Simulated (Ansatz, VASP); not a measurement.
**C: VASP beside Ansatz**

```xyz
4
Lattice="1.6623 0.0000 0.0000 -0.8311 1.4396 0.0000 0.0000 0.0000 13.1452" Properties=species:S:1:pos:R:3 pbc="T T T"
C    -0.8311    1.4396   13.1452
C    -0.8311    1.4396    6.5726
C     0.0000    0.9597    3.2863
C     0.8311    0.4799    9.8589
```

Alike in both runs: task single point; functional PBEsol; k mesh 23 × 23 × 3; occupations fermi-dirac, width 0.1 eV; no spin polarisation.

```csv
,VASP,Ansatz
version,VASP 6.6.1,Ansatz 0.2.0
potentials or method,"VASP PAW PBE potentials, release 64 (C)","plane waves (420 eV) with PAW, scalar-relativistic"
plane-wave cutoff (eV),520,420
valence electrons in the cell,16,16
```

|  | VASP | Ansatz | Ansatz less VASP |
| --- | --- | --- | --- |
| pressure (GPa) | 15.4 | 15.3 | -0.13 |
| largest component of the traceless stress (GPa) | 16.16 | 15.94 | -0.219 |

Ansatz warned: «pseudo_functional_mismatch».

Caveats: so large a pressure means that the cell lies far from this level's equilibrium, or that cutoff or potentials fall short (VASP); the potentials were made for another functional, which shifts forces and pressure (VASP).
